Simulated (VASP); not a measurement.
# A VASP 6.6.1 single-point calculation on LiCl

INCAR

```
IBRION = -1
NELM = 85
LCHARG = .FALSE.
NSW = 0
NELECT = 9
PREC = Accurate
GGA = PE
SIGMA = 0.3
LREAL = .FALSE.
ISMEAR = 0
LWAVE = .FALSE.
ENCUT = 520
NBANDS = 12
ISIF = 2
LASPH = .TRUE.
EDIFF = 1E-7
```

KPOINTS

```
KPOINTS created by Atomic Simulation Environment
0
Gamma
6 6 6
0 0 0
```

POSCAR

```
Li Cl
 1.0000000000000000
     0.0427000000000000    2.7218000000000000    2.7012000000000000
     2.8047000000000000   -0.0105000000000000    2.7545000000000002
     2.7522000000000002    2.7225999999999999    0.0420000000000000
 Li  Cl
   1   1
Cartesian
  2.8401195900000000  2.6966330500000000  5.4320617900000006
  1.4341014500000000  1.3433510100000001  1.4056248099999999
```

The recommended PBE PAW datasets give the neutral cell 10 valence electrons.

Command

```
mpirun -np 1 vasp_std
```

OSZICAR

```
N       E                     dE             d eps       ncg     rms          rms(c)
DAV:   1     0.373876565235E+02    0.37388E+02   -0.32419E+03  2688   0.625E+02
DAV:   2    -0.269794343268E+01   -0.40086E+02   -0.38807E+02  3316   0.128E+02
DAV:   3    -0.528915595320E+01   -0.25912E+01   -0.25428E+01  3604   0.331E+01
DAV:   4    -0.539568028090E+01   -0.10652E+00   -0.10644E+00  4040   0.666E+00
DAV:   5    -0.539675347592E+01   -0.10732E-02   -0.10731E-02  3564   0.661E-01    0.261E+00
DAV:   6    -0.564927650366E+01   -0.25252E+00   -0.12039E+00  3244   0.399E+00    0.662E-01
DAV:   7    -0.565260491660E+01   -0.33284E-02   -0.25741E-02  3384   0.105E+00    0.490E-01
DAV:   8    -0.565381019762E+01   -0.12053E-02   -0.17326E-03  3696   0.275E-01    0.114E-01
DAV:   9    -0.565399782997E+01   -0.18763E-03   -0.16978E-04  3432   0.937E-02    0.406E-02
DAV:  10    -0.565399406538E+01    0.37646E-05   -0.51584E-05  3976   0.350E-02    0.503E-03
DAV:  11    -0.565399460872E+01   -0.54335E-06   -0.23399E-06  3368   0.101E-02    0.202E-03
DAV:  12    -0.565399475232E+01   -0.14359E-06   -0.52223E-07  3640   0.384E-03    0.102E-03
DAV:  13    -0.565399462382E+01    0.12850E-06   -0.61096E-08  2920   0.119E-03    0.280E-04
DAV:  14    -0.565399462250E+01    0.13259E-08   -0.70840E-09  2728   0.569E-04
   1 F= -.56539946E+01 E0= -.55566364E+01  d E =-.194716E+00
```

Standard output (part)

```
POSCAR found type information on POSCAR LiCl
 POSCAR found :  2 types and       2 ions
 LDA part: xc-table for (Slater+PW92), standard interpolation
 POSCAR, INCAR and KPOINTS ok, starting setup
 WAVECAR not read
 entering main loop
 the old and the new charge density differ
    0.261E+00
```

From OUTCAR

```
k-points           NKPTS =    112   k-points in BZ     NKDIM =    112   number of bands    NBANDS=     12

   NELECT =       9.0000    total number of electrons

   dimension x,y,z NGX =    30 NGY =   30 NGZ =   30
   dimension x,y,z NGXF=    60 NGYF=   60 NGZF=   60

  energy-cutoff  :      520.00
  volume of cell :       40.70
      direct lattice vectors                 reciprocal lattice vectors
     0.042700000  2.721800000  2.701200000    -0.184282399  0.183380497  0.188339931
     2.804700000 -0.010500000  2.754500000     0.177896974 -0.182626440  0.181207036
     2.752200000  2.722600000  0.042000000     0.184914329  0.183265035 -0.187585745

 k-points in reciprocal lattice and weights: KPOINTS created by Atomic Simulation Env
   0.00000000  0.00000000  0.00000000       0.005
   0.16666667  0.00000000  0.00000000       0.009
   0.33333333 -0.00000000 -0.00000000       0.009
   0.50000000  0.00000000 -0.00000000       0.005
   0.00000000  0.16666667  0.00000000       0.009
   0.16666667  0.16666667  0.00000000       0.009
   0.33333333  0.16666667  0.00000000       0.009
   0.50000000  0.16666667 -0.00000000       0.009
   ...

 E-fermi :  -2.4993

 k-point     1 :       0.0000    0.0000    0.0000
  band No.  band energies     occupation
      1     -43.4578      2.00000
      2     -15.1608      2.00000
      3      -2.3186      0.39434
      4      -2.2475      0.23511
      5      -2.2441      0.22894
      6       5.6671      0.00000
      7       9.1972      0.00000
      8       9.3985      0.00000
      9       9.5638      0.00000
     10      13.2495      0.00000
     11      13.4803      0.00000
     12      17.2172      0.00000

 k-point     2 :       0.1667    0.0000    0.0000
  band No.  band energies     occupation
      1     -43.4574      2.00000
      2     -15.1046      2.00000
      3      -2.7058      1.66951
      4      -2.3625      0.51902
      5      -2.3169      0.38976
      6       6.2399      0.00000
      7       9.4318      0.00000
      8       9.6940      0.00000
      9       9.7603      0.00000
     10      12.7369      0.00000
     11      12.8925      0.00000
     12      16.3855      0.00000

 k-point     3 :       0.3333   -0.0000   -0.0000
  band No.  band energies     occupation
      1     -43.4565      2.00000
      2     -14.9873      2.00000
      3      -3.4802      2.00000
      4      -2.4768      0.91551
      5      -2.4502      0.81696
      6       7.3027      0.00000
      7       9.5298      0.00000
      8       9.8848      0.00000
      9      10.0282      0.00000
     10      13.2121      0.00000
     11      13.4806      0.00000
     12      15.8640      0.00000

 k-point     4 :       0.5000    0.0000   -0.0000
  band No.  band energies     occupation
      1     -43.4560      2.00000
      2     -14.9261      2.00000
      3      -3.8284      2.00000
      4      -2.5316      1.12096
      5      -2.5128      1.05060
      6       7.7771      0.00000
      7       9.3965      0.00000
      8       9.7698      0.00000
      9      10.2606      0.00000
     10      14.6116      0.00000
     11      15.0888      0.00000
     12      15.8202      0.00000

 ...

  Total       -5.2811058     -5.3470254     -5.4355425     -0.2487779     -0.1860747     -0.0912247
  in kB     -207.9060639   -210.5011769   -213.9859127     -9.7938653     -7.3253716     -3.5913250
  external PRESSURE =    -210.7977179 kB  Pullay stress =       0.0000000 kB

 POSITION                                       TOTAL-FORCE (eV/Angst)
 -----------------------------------------------------------------------------------
      2.84012      2.69663      5.43206         0.039098      0.155644      0.061512
      1.43410      1.34335      1.40562        -0.039098     -0.155644     -0.061512
 -----------------------------------------------------------------------------------
    total drift:                                0.000377     -0.000242      0.000169

  FREE ENERGIE OF THE ION-ELECTRON SYSTEM (eV)
  ---------------------------------------------------
  free  energy   TOTEN  =        -5.6539946225 eV

  energy  without entropy=       -5.4592781813  energy(sigma->0) =       -5.55663640
```

It converged. Results: pressure -21.1 GPa; largest force 0.17 eV/Å.

The cell is charged and sits in a uniform background.

For comparison, a separate PBE run of the intended cell, on usual settings and not on those above, gives a gap of 6.01 eV on its mesh and a pressure of 0.8 GPa.

The run above took about 95 s on one core of a shared host (Intel Xeon Platinum 8488C) and held 0.19 GiB at most.
